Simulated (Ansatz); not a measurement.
The system is C.

```
C
1.0
     0.00000    1.78337    1.78337
     1.78337    0.00000    1.78337
     1.78337    1.78337    0.00000
C
2
Direct
  0.25000 0.25000 0.25000
  0.00000 0.00000 0.00000
```

This isn't the form of C at room conditions, which is graphite.

A run of Ansatz 0.2.0 on this cell left the log below. Logs are shortened: lines on timing, memory, paths and dates and some standing lists are left out, and cuts for length are marked.

```text
Warning: output.forces, output.stress, relax.cell or npt_langevin: where a Kohn–Sham band that disperses or a degenerate level is filled in part under the method tetrahedron, the forces or the stress that this run publishes need not agree with its energy (scf.occupations.method in the input reference, under Limitations); prefer a smearing scheme for the forces or the stress
Warning: The stringent table, which hamiltonian.pseudopotentials names, holds the potential of the library's standard table for C (one content_sha256, or a second file that the publisher made of the same generator input, which states another). The run takes no other species from the library, so that hamiltonian.pseudopotentials.accuracy: standard would change no potential of it. The deck needs no change, but a comparison with a run at hamiltonian.pseudopotentials.accuracy: standard does not test the potential of C. With hamiltonian.pseudopotentials.accuracy and source left out a run reads another potential of C, from this project's own files. To test it, run on another potential, such as that of hamiltonian.pseudopotentials: {kind: paw}
Warning: RAYON_NUM_THREADS=1 ignored (pool sized by the plan → 1); use --threads N
crystal.space_group: 227 is read as Fd-3m (origin choice 1): the typed cell holds C8 (C 8a). Least distances (Å): C–C 1.544
crystal.space_group generates its sites in this order, which a site index counts, at these fractional coordinates of the primitive cell where crystal.reduce_to_primitive is true, and else of the cell that is read (crystal.supercell repeats the list replica by replica, and crystal.defects acts on that): 0: C [0.250000, 0.250000, 0.250000]; 1: C [1.000000, 1.000000, 1.000000];
scf.n_extra_bands = 6 over 4 filled bands (N_el = 8.0): the run solves 10 bands
Engine: ansatz 0.2.0, aarch64-unknown-linux-gnu
Pseudopotentials: kind: paw
Pseudopotential: C, paw, valence charge 4, recommended cutoff 612.256191 eV (normal), C.paw.azcp
Functional definition: revPBE
  parameter kappa = 1.245
  parameter beta = 0.06672455060314922
  exchange = pbe_x(kappa = kappa, mu = beta*pi^2/3)
  correlation = pbe_c(beta = beta)
Crystal: 2 atoms, lattice volume = 11.344 Å³
Basis set: ecut = 612.256191 eV, 387 PW (Γ), exchange–correlation on 72×72×72 points (8 copies of the dense FFT grid, shifted against one another)
Bands: 10, of which v1, the nominal top of the filled ones, is band 4 counted from 1 (3 counted from 0)
Symmetry: 48 space group operations
Space group: Fd-3m (ITA 227), of the structure as read, at distance tolerance 2.2e-5 Å
k-points: 84 of 2197
Non-local potential: C, projectors of the file, l = 0: 2, l = 1: 2
PAW form: compensated (Kresse and Joubert's): semilocal exchange-correlation on the pseudo side sees the compensation charge
PAW frozen core: C, regenerated for the run's functional, and the local potential with it (the file was generated under x = pbe(κ = 0.804, μ = 0.2195149727645171), c = pbe(β = 0.06672455060314922))
PAW one-centre angular grid: C, 110 points (default); XC on 64 Gauss nodes
Initial density: superposition of atomic densities (chi_scale 0.1, normalization cell)
Initial wavefunctions: pseudopotential atomic-orbital guess
Functional: x = revpbe(κ = 1.245, μ = 0.2195149727645171), c = pbe(β = 0.06672455060314922)
SCF iter   1: F=—  HF=-503.957993 eV  |F-HF|=—  |Δ(HF+E_count)|=         —  Δρ=1.40e-1  dr2=1.55e0  ethr=3.10e-3  ⟨swp⟩=5.8  Hψ=5970  notcnv=0
preconditioner: auto → none  [insulator: Δε(μ)=4.807 eV  Ē_g=23.335 eV  n_scr=0 (ndim 8)  ℏωp=31.2 eV  f_vac=0.000  ε∞_Penn≈2.8]
SCF iter   2: F=—  HF=-503.447934 eV  |F-HF|=—  |Δ(HF+E_count)|=   5.10e-1  Δρ=5.64e-2  dr2=2.23e-1  ethr=3.10e-3  ⟨swp⟩=3.0  Hψ=2148  notcnv=0  defer=157
SCF iter   3: F=—  HF=-503.390776 eV  |F-HF|=—  |Δ(HF+E_count)|=   5.72e-2  Δρ=5.95e-3  dr2=1.29e-3  ethr=2.79e-3  ⟨swp⟩=3.7  Hψ=1464  notcnv=0  defer=157
SCF iter   4: F=—  HF=-503.391360 eV  |F-HF|=—  |Δ(HF+E_count)|=   5.84e-4  Δρ=3.50e-4  dr2=6.29e-6  ethr=1.61e-5  ⟨swp⟩=3.5  Hψ=1491  notcnv=0  defer=157
SCF iter   5: F=—  HF=-503.391359 eV  |F-HF|=—  |Δ(HF+E_count)|=   1.72e-6  Δρ=3.41e-5  dr2=3.65e-8  ethr=1.25e-9  ⟨swp⟩=11.7  Hψ=6493  notcnv=0
SCF iter   6: F=-503.391359 eV  HF=-503.391359 eV  |F-HF|=3.05e-10  |Δ(HF+E_count)|=   1.12e-7  Δρ=3.38e-6  dr2=9.62e-10  ethr=4.56e-10  ⟨swp⟩=6.2  Hψ=4633  notcnv=0
SCF 1 converged in 6 iterations: F = -503.391359 eV  dr2 = 9.62e-10
  greatest PAW one-centre occupation: 0.534 electrons in one spin orbital (limit 2), on the C atom at site 1 (counted from 0), in its partial waves of l = 0
NSCF: frozen V_eff on 256 k-points
SCF converged after 6 iterations
Stability not checked: this state was not tested for a lower state beside it, because cold or Methfessel-Paxton smearing, or corrected tetrahedra, fill the levels in a way that the test cannot read (fill_not_monotonic; see scf.lower_state_search)
Free energy (F): -503.391359 eV
Harris-Foulkes:  -503.391359 eV  (|F-HF|=3.05e-10)
Internal energy: -503.391359 eV  (E = F + TS)
E sigma→0 (E₀):  -503.391359 eV
Fermi energy:    13.447682 eV
--- Per-component energies (eV) ---
  E_band       = 35.507748
  E_kinetic    = 202.226257
  E_local      = -129.940172  (includes V_loc(G=0)·N_el)
  E_nonlocal   = 42.982310
  E_hartree    = 26.352582
  E_xc         = -127.742418
  E_vxc        = -128.906396  (∫ρ·V_xc dr)
  E_paw        = -169.285189  (= ΣΔE_a)
  E_vpaw       = -3.559084  (= ΣTr[D̂ρ^β])
  E_aug_tail   = -0.000044  (compensation charges beyond the density's cutoff)
  E_ewald      = -347.961363
  E_core_change = -0.023322  (= ΣΔE_core)
  E_smearing   = -0.000000  (= −TS)
  E_closure    = -0.000000  (closes the sum)
  Σ components = -503.391359   (vs F -503.391359, Δ=0.00e0)
--- Forces (eV/Å), atoms counted from 1 ---
  atom   1  C      0.00000000    -0.00000000     0.00000000
  atom   2  C     -0.00000000     0.00000000    -0.00000000
  max |Σ_I F_I| component: 1.11e-16 eV/Å
--- Stress (GPa, compression-positive) ---
        6.986811      -0.000000      -0.000000
       -0.000000       6.986811      -0.000000
       -0.000000      -0.000000       6.986811
  P = ⅓ Tr σ = 6.9868 GPa (69.868 kbar)
--- Band table (eV; the first three rows and the last of 84) ---
  k-point 0: bands = ["-8.0944", "13.4477", "13.4477", "13.4477", "19.0553", "19.0553", "19.0553", "26.7383", "32.8152", "39.9772"]
  k-point 1: bands = ["-7.9303", "12.3761", "13.1678", "13.1678", "19.4220", "19.4220", "19.6855", "26.8864", "33.0946", "38.0367"]
  k-point 2: bands = ["-7.4402", "10.0970", "12.5367", "12.5367", "20.2525", "20.2525", "20.7065", "27.3168", "33.7156", "36.4537"]
  k-point 83: bands = ["0.6013", "2.0542", "4.7868", "5.7673", "23.6959", "23.7658", "25.5450", "26.8719", "33.9189", "35.6785"]
```

Problem. What input gives this log?

Solution. Density of states with revPBE, no spin polarisation. The files as run (others can give the same):

input.yaml
```yaml
crystal:
  lattice: { a: 3.56674, b: 3.56674, c: 3.56674, alpha: 90.0, beta: 90.0, gamma: 90.0 }
  space_group: 227
  setting: { origin_choice: 1 }
  reduce_to_primitive: true
  atoms:
    - { symbol: C, wyckoff: "8a", position: [0.25, 0.25, 0.25] }
hamiltonian:
  xc: revpbe
  pseudopotentials: { kind: paw, accuracy: stringent }
kpoints:
  mp_grid: { grid: [13, 13, 13] }
scf:
  occupations: { method: tetrahedron }
  n_extra_bands: 6
output:
  forces: true
  stress: true
  dos: { projected: false, de: 0.05, nscf_kmesh: { grid: [20, 20, 20] } }
  write_density: true
  write_potential: true
  elf: true
  volumetric_format: npy
```

Potentials or basis: SSSP precision PAW.
The run is started by
```sh
$ ansatz run input.yaml --threads 1 --pin off --max-ram 2560MiB --backend cpu --events-out ev --progress --plain --runs-dir out
```

Caveat: odd divisions of the mesh miss points on the zone boundary, where band edges often lie, so the gap on the mesh can be too wide; with tetrahedron occupations forces and stress needn't match the slope of the energy.
